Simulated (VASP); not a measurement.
# ZnO (P6_3/mmc) in VASP: a series of runs

One crystal, ZnO, is run at these levels: PBE; tasks: single point.

Program: VASP 6.6.1. These are calculated values, not measurements. Logs are shortened: lines on timing, memory, paths and dates and some standing lists are left out, and cuts for length are marked.

## 1. The crystal as given

It takes space group P6_3/mmc (No. 194, hexagonal). Conventional cell: a = 3.288 Å, b = 3.288 Å, c = 7.130 Å, α = 90.00°, β = 90.00°, γ = 120.00°. Zn (site symmetry -6m2) is surrounded by 3 O at 1.90 Å. O (site symmetry -6m2) is surrounded by 3 Zn at 1.90 Å.

Measurements of this composition are mostly on another form, of space group No. 186.

## 2. Single point, PBE, spin-orbit coupling, no magnetisation

Input file INCAR:

```
SYSTEM = ZnO
  PREC = Accurate
  ENCUT = 400
  EDIFF = 1E-7
  ISMEAR = 0
  SIGMA = 0.02
  LREAL = .False.
  LASPH = .True.
  NELM = 100
  ALGO = Normal
  ISIF = 2
  LWAVE = .False.
  LCHARG = .False.
  MAGMOM = 0 0 0 0 0 0 0 0 0 0 0 0
  LORBIT = 11
  LSORBIT = .True.
  GGA_COMPAT = .False.
  GGA = PE
  NBANDS = 52
```

Input file KPOINTS:

```
Automatic mesh
0
Gamma
  4 4 2
  0 0 0
```

Input file POSCAR:

```
ZnO
1.0
    3.2879671587      0.0000000000      0.0000000000
   -1.6439835793      2.8474630862      0.0000000000
    0.0000000000      0.0000000000      7.1304413500
Zn O
2 2
Direct
    0.0000000000      0.0000000000      0.2500000000
    0.0000000000      0.0000000000      0.7500000000
    0.6666666667      0.3333333333      0.7500000000
    0.3333333333      0.6666666667      0.2500000000
```

Potentials or basis: VASP PAW PBE potentials, release 64 (Zn, O).

Run with:

```
> cat potpaw_PBE.64/Zn/POTCAR potpaw_PBE.64/O/POTCAR > POTCAR
> mpirun -np 1 vasp_ncl > vasp.out
```

OUTCAR:

```text
SYSTEM = ZnO
   PREC = Accurate
   ENCUT = 400
   EDIFF = 1E-7
   ISMEAR = 0
   LREAL = .False.
   LASPH = .True.
   NELM = 100
   ISIF = 2
   LORBIT = 11
   LSORBIT = .True.
   GGA = PE

 Found      8 irreducible k-points:

 Following reciprocal coordinates:
            Coordinates               Weight
  0.000000  0.000000  0.000000      1.000000
  0.250000  0.000000  0.000000      6.000000
  0.500000  0.000000  0.000000      3.000000
  0.250000  0.250000  0.000000      6.000000
  0.000000  0.000000  0.500000      1.000000
  0.250000  0.000000  0.500000      6.000000
   k-points           NKPTS =      8   k-points in BZ     NKDIM =      8   number of bands    NBANDS=     52
   number of dos      NEDOS =    301   number of ions     NIONS =      4
   total plane-waves  NPLWV =  27648
   dimension x,y,z NGX =    24 NGY =   24 NGZ =   48
   dimension x,y,z NGXF=    48 NGYF=   48 NGZF=   96
   ions per type =               2   2
   NGX,Y,Z   is equivalent  to a cutoff of  12.13, 12.13, 11.19 a.u.
   NGXF,Y,Z  is equivalent  to a cutoff of  24.27, 24.27, 22.38 a.u.
 SYSTEM =  ZnO
   PREC   = accura    normal or accurate (medium, high low for compatibility)
   ISTART =      0    job   : 0-new  1-cont  2-samecut
   ICHARG =      2    charge: 1-file 2-atom 10-const
   ISPIN  =      1    spin polarized calculation?
   LNONCOLLINEAR =      T non collinear calculations
   LSORBIT =      T    spin-orbit coupling
   LASPH  =      T    aspherical Exc in radial PAW
   ENCUT  =  400.0 eV  29.40 Ry    5.42 a.u.   5.36  5.36 11.63*2*pi/ulx,y,z
   NELM   =    100;   NELMIN=  2; NELMDL= -5     # of ELM steps
   EDIFF  = 0.1E-06   stopping-criterion for ELM
   LREAL  =      F    real-space projection
   EDIFFG = 0.1E-05   stopping-criterion for IOM
   NSW    =      0    number of steps for IOM
   IBRION =     -1    ionic relax: 0-MD 1-quasi-New 2-CG
   NFREE  =      0    steps in history (QN), initial steepest desc. (CG)
   ISIF   =      2    stress and relaxation
   ISYM   =      2    0-nonsym 1-usesym 2-fastsym
   POTIM  = 0.5000    time-step for ionic-motion
   TEBEG  =    0.0;   TEEND  =   0.0 temperature during run
   PSTRESS=    0.0 pullay stress
   NELECT =      36.0000    total number of electrons
   NUPDOWN=      -1.0000    fix difference up-down
   EMIN   =  10.00;   EMAX   =-10.00  energy-range for DOS
   EFERMI =   0.00;   METHOD = LEGACY
   ISMEAR =     0;   SIGMA  =   0.02  broadening in eV -4-tet -1-fermi 0-gaus
   EFERMI_NEDOS =   21; number of points for ismear=-14 and -15
   IALGO  =     38    algorithm
   IMIX   =      4    mixing-type and parameters
     AMIX     =   0.40;   BMIX     =  1.00
     AMIX_MAG =   1.60;   BMIX_MAG =  1.00
  volume/ion in A,a.u.               =      16.69       112.63
  Fermi-wavevector in a.u.,A,eV,Ry     =   1.332524  2.518105 24.158775  1.775620
  Thomas-Fermi vector in A             =   2.461452
   LORBIT       =     11    0 simple, 1 ext, 2 COOP (PROOUT), +10 PAW based schemes
   GGA     = PE    functional components
   LHFCALC =     F    Hartree Fock is set to
   AEXX    =    0.0000 exact exchange contribution
   IVDW    =     0    specifies the selected vdW correction
   LEPSILON=     F    determine dielectric tensor
   LRPA    =     F    only Hartree local field effects (RPA)
 Gauss-broadening in eV      SIGMA  =   0.02
  energy-cutoff  :      400.00
  volume of cell :       66.76
 maximum number of plane-waves:      2472
 NGX is ok and might be reduce to    24
   NGX = 11   NGY = 11   NGZ = 23

 number of electron      35.9999964 magnetization       0.0000000      0.0000000      0.0000000

 number of electron      35.9999965 magnetization      -0.0000000     -0.0000000      0.0000000

 number of electron      35.9999965 magnetization       0.0000000      0.0000000     -0.0000000

 Free energy of the ion-electron system (eV)
  ---------------------------------------------------
  ext. energy  EPLUGINS =         0.00000000
  ---------------------------------------------------
  free energy    TOTEN  =       -16.96808128 eV

  energy without entropy =      -16.96808128  energy(sigma->0) =      -16.96808128

 E-fermi :  -0.5945     XC(G=0):  -8.9187

 val. band max:       -0.7006600898   @ k =   0.0000   0.0000   0.0000
 cond. band min:       0.0699031707   @ k =   0.0000   0.0000   0.0000
 fundamental gap:      0.7705632605
 Fermi energy:        -0.5945027359

 k-point     1 :       0.0000    0.0000    0.0000
  band No.  band energies     occupation
      1     -18.2048      1.00000
      2     -18.2048      1.00000
      3     -18.1245      1.00000
      4     -18.1245      1.00000
      5      -6.9504      1.00000
      6      -6.9504      1.00000
[... 40 lines left out ...]
     47      12.0030      0.00000
     48      12.0030      0.00000

 k-point     2 :       0.2500    0.0000    0.0000
  band No.  band energies     occupation
      1     -17.9609      1.00000
      2     -17.9609      1.00000
      3     -17.9014      1.00000
      4     -17.9014      1.00000
      5      -6.9024      1.00000
      6      -6.9024      1.00000
[... 40 lines left out ...]
     47      10.1322      0.00000
     48      10.1322      0.00000

 k-point     3 :       0.5000    0.0000    0.0000
  band No.  band energies     occupation
      1     -17.6951      1.00000
      2     -17.6951      1.00000
      3     -17.6781      1.00000
      4     -17.6781      1.00000
      5      -6.6531      1.00000
      6      -6.6531      1.00000
[... 40 lines left out ...]
     47       8.1702      0.00000
     48       8.1702      0.00000

 k-point     4 :       0.2500    0.2500    0.0000
  band No.  band energies     occupation
      1     -17.7009      1.00000
      2     -17.7009      1.00000
      3     -17.6760      1.00000
      4     -17.6760      1.00000
      5      -6.6313      1.00000
      6      -6.6313      1.00000
[... 40 lines left out ...]
     47       9.3975      0.00000
     48       9.3975      0.00000

 k-point     5 :       0.0000    0.0000    0.5000
  band No.  band energies     occupation
      1     -18.1652      1.00000
      2     -18.1652      1.00000
      3     -18.1652      1.00000
      4     -18.1652      1.00000
      5      -6.9434      1.00000
      6      -6.9434      1.00000
[... 40 lines left out ...]
     47      12.3358      0.00000
     48      12.3358      0.00000

 k-point     6 :       0.2500    0.0000    0.5000
  band No.  band energies     occupation
      1     -17.9311      1.00000
      2     -17.9311      1.00000
      3     -17.9311      1.00000
      4     -17.9311      1.00000
      5      -6.9010      1.00000
      6      -6.9010      1.00000
[... 40 lines left out ...]
     47       9.4277      0.00000
     48       9.4277      0.00000

 [... further k-points ...]

 [bands above 48 left out]

------------------------ aborting loop because EDIFF is reached ----------------------------------------

  FORCE on cell =-STRESS in cart. coord.  units (eV):
  Direction    XX          YY          ZZ          XY          YZ          ZX
  --------------------------------------------------------------------------------------
  -------------------------------------------------------------------------------------
  Total       -1.2895358     -1.2895358     -1.3597774     -0.0000000      0.0000000      0.0000000
  in kB      -30.9486708    -30.9486708    -32.6344594     -0.0000000      0.0000000      0.0000000
  external PRESSURE =     -31.5106004 kB  Pullay stress =       0.0000000 kB

 VOLUME and BASIS-vectors are now :
 -----------------------------------------------------------------------------
  energy-cutoff  :      400.00
  volume of cell :       66.76
      direct lattice vectors                 reciprocal lattice vectors
     3.287967159  0.000000000  0.000000000     0.304139291  0.175594901  0.000000000
    -1.643983579  2.847463086  0.000000000     0.000000000  0.351189803  0.000000000
     0.000000000  0.000000000  7.130441350     0.000000000  0.000000000  0.140243773

 POSITION                                       TOTAL-FORCE (eV/Angst)
 -----------------------------------------------------------------------------------
      0.00000      0.00000      1.78261        -0.000000      0.000000     -0.000000
      0.00000      0.00000      5.34783         0.000000      0.000000     -0.000000
      1.64398      0.94915      5.34783         0.000000     -0.000000      0.000000
     -0.00000      1.89831      1.78261        -0.000000      0.000000     -0.000000
 -----------------------------------------------------------------------------------
    total drift:                               -0.000000      0.000000      0.000000

  FREE ENERGIE OF THE ION-ELECTRON SYSTEM (eV)
  ---------------------------------------------------
  free  energy   TOTEN  =       -16.9680812786 eV

  energy  without entropy=      -16.9680812786  energy(sigma->0) =      -16.96808128

 Spin-Orbit-Coupling matrix elements

 Ion:    1  E_soc:     -0.0079810
 l=   1
     0.0000000    -0.0003280    -0.0004403
    -0.0003280     0.0000000    -0.0003280
    -0.0004403    -0.0003280     0.0000000
 l=   2
     0.0000000    -0.0001787     0.0000000    -0.0001787    -0.0007391
    -0.0001787     0.0000000    -0.0006324    -0.0001754    -0.0001787
     0.0000000    -0.0006324     0.0000000    -0.0006324     0.0000000
    -0.0001787    -0.0001754    -0.0006324     0.0000000    -0.0001787
    -0.0007391    -0.0001787     0.0000000    -0.0001787     0.0000000
 l=   3
     0.0000000     0.0000000     0.0000000     0.0000000     0.0000000     0.0000000     0.0000000
     0.0000000     0.0000000     0.0000000     0.0000000     0.0000000     0.0000000     0.0000000
     0.0000000     0.0000000     0.0000000     0.0000000     0.0000000     0.0000000     0.0000000
     0.0000000     0.0000000     0.0000000     0.0000000     0.0000000     0.0000000     0.0000000
     0.0000000     0.0000000     0.0000000     0.0000000     0.0000000     0.0000000     0.0000000
     0.0000000     0.0000000     0.0000000     0.0000000     0.0000000     0.0000000     0.0000000
     0.0000000     0.0000000     0.0000000     0.0000000     0.0000000     0.0000000     0.0000000

 Ion:    2  E_soc:     -0.0079810
 l=   1
     0.0000000    -0.0003280    -0.0004403
    -0.0003280     0.0000000    -0.0003280
    -0.0004403    -0.0003280     0.0000000
 l=   2
     0.0000000    -0.0001787     0.0000000    -0.0001787    -0.0007391
    -0.0001787     0.0000000    -0.0006324    -0.0001754    -0.0001787
     0.0000000    -0.0006324     0.0000000    -0.0006324     0.0000000
    -0.0001787    -0.0001754    -0.0006324     0.0000000    -0.0001787
    -0.0007391    -0.0001787     0.0000000    -0.0001787     0.0000000
 l=   3
     0.0000000     0.0000000     0.0000000     0.0000000     0.0000000     0.0000000     0.0000000
     0.0000000     0.0000000     0.0000000     0.0000000     0.0000000     0.0000000     0.0000000
     0.0000000     0.0000000     0.0000000     0.0000000     0.0000000     0.0000000     0.0000000
     0.0000000     0.0000000     0.0000000     0.0000000     0.0000000     0.0000000     0.0000000
     0.0000000     0.0000000     0.0000000     0.0000000     0.0000000     0.0000000     0.0000000
     0.0000000     0.0000000     0.0000000     0.0000000     0.0000000     0.0000000     0.0000000
     0.0000000     0.0000000     0.0000000     0.0000000     0.0000000     0.0000000     0.0000000

 Ion:    3  E_soc:     -0.0002229
 l=   1
     0.0000000    -0.0000358    -0.0000399
    -0.0000358     0.0000000    -0.0000358
    -0.0000399    -0.0000358     0.0000000
 l=   2
     0.0000000     0.0000000     0.0000000     0.0000000     0.0000000
     0.0000000     0.0000000     0.0000000     0.0000000     0.0000000
     0.0000000     0.0000000     0.0000000     0.0000000     0.0000000
     0.0000000     0.0000000     0.0000000     0.0000000     0.0000000
     0.0000000     0.0000000     0.0000000     0.0000000     0.0000000
 l=   3
     0.0000000     0.0000000     0.0000000     0.0000000     0.0000000     0.0000000     0.0000000
     0.0000000     0.0000000     0.0000000     0.0000000     0.0000000     0.0000000     0.0000000
     0.0000000     0.0000000     0.0000000     0.0000000     0.0000000     0.0000000     0.0000000
     0.0000000     0.0000000     0.0000000     0.0000000     0.0000000     0.0000000     0.0000000
     0.0000000     0.0000000     0.0000000     0.0000000     0.0000000     0.0000000     0.0000000
     0.0000000     0.0000000     0.0000000     0.0000000     0.0000000     0.0000000     0.0000000
     0.0000000     0.0000000     0.0000000     0.0000000     0.0000000     0.0000000     0.0000000

 Ion:    4  E_soc:     -0.0002229
 l=   1
     0.0000000    -0.0000358    -0.0000399
    -0.0000358     0.0000000    -0.0000358
    -0.0000399    -0.0000358     0.0000000
 l=   2
     0.0000000     0.0000000     0.0000000     0.0000000     0.0000000
     0.0000000     0.0000000     0.0000000     0.0000000     0.0000000
     0.0000000     0.0000000     0.0000000     0.0000000     0.0000000
     0.0000000     0.0000000     0.0000000     0.0000000     0.0000000
     0.0000000     0.0000000     0.0000000     0.0000000     0.0000000
 l=   3
     0.0000000     0.0000000     0.0000000     0.0000000     0.0000000     0.0000000     0.0000000
     0.0000000     0.0000000     0.0000000     0.0000000     0.0000000     0.0000000     0.0000000
     0.0000000     0.0000000     0.0000000     0.0000000     0.0000000     0.0000000     0.0000000
     0.0000000     0.0000000     0.0000000     0.0000000     0.0000000     0.0000000     0.0000000
     0.0000000     0.0000000     0.0000000     0.0000000     0.0000000     0.0000000     0.0000000
     0.0000000     0.0000000     0.0000000     0.0000000     0.0000000     0.0000000     0.0000000
     0.0000000     0.0000000     0.0000000     0.0000000     0.0000000     0.0000000     0.0000000

 total charge

# of ion       s       p       d       tot
------------------------------------------
    1        0.494   0.477   9.875  10.846
    2        0.494   0.477   9.875  10.846
    3        1.567   3.465   0.000   5.032
    4        1.567   3.465   0.000   5.032
--------------------------------------------------
tot          4.122   7.884  19.750  31.757

 magnetization (x)

# of ion       s       p       d       tot
------------------------------------------
    1        0.000   0.000  -0.000  -0.000
    2       -0.000   0.000   0.000   0.000
    3       -0.000  -0.000   0.000  -0.000
    4       -0.000  -0.000   0.000  -0.000
--------------------------------------------------
tot         -0.000  -0.000  -0.000  -0.000

 magnetization (y)

# of ion       s       p       d       tot
------------------------------------------
    1        0.000   0.000   0.000   0.000
    2       -0.000   0.000  -0.000  -0.000
    3        0.000  -0.000   0.000  -0.000
    4        0.000   0.000   0.000   0.000
--------------------------------------------------
tot         -0.000   0.000   0.000   0.000

 magnetization (z)

# of ion       s       p       d       tot
------------------------------------------
    1        0.000   0.000   0.000   0.000
    2        0.000   0.000   0.000   0.000
    3        0.000   0.000   0.000   0.000
    4        0.000   0.000   0.000   0.000
--------------------------------------------------
tot          0.000   0.000   0.000   0.000
```

Wall time 2.1 min (1 thread of AMD EPYC, shared host); peak memory 0.24 GiB.

These settings aren't checked as converged: the numbers below hold their error.

Results:

| Item | Value |
| --- | --- |
| Free energy | -16.9681 eV |
| Valence electrons inside the program's atomic spheres | Zn 10.85; O 5.03 |

Caveat: the k mesh is coarse (spacing up to 0.55 Å⁻¹), so the values aren't converged; the cutoff is under 1.25 times the usual one of these potentials, so pressure, stress and relaxed cells hold a basis-set (Pulay) error.

## 3. Single point, PBE, spin-orbit coupling, no magnetisation

Edit INCAR of step 2 so:

```diff
@@ -2,3 +2,3 @@
   PREC = Accurate
-  ENCUT = 400
+  ENCUT = 350
   EDIFF = 1E-7
```

Input file KPOINTS:

```
Automatic mesh
0
Gamma
  5 5 2
  0 0 0
```

POSCAR is that of step 2.

Potentials or basis: VASP PAW PBE potentials, release 64 (Zn, O).

Run with:

```
> cat potpaw_PBE.64/Zn/POTCAR potpaw_PBE.64/O/POTCAR > POTCAR
> mpirun -np 1 vasp_ncl > vasp.out
```

Wall time 2.1 min (1 thread of AMD EPYC, shared host); peak memory 0.2 GiB.

The run converged, but a check on its numbers failed (symmetry, net force, bounds or a known fault of this set-up), so they aren't taken as properties of the crystal.

Caveat: the k mesh is coarse (spacing up to 0.44 Å⁻¹), so the values aren't converged; the cutoff lies under the usual one of these potentials, so the numbers hold a large basis-set error.

[end of part 1 of 2]
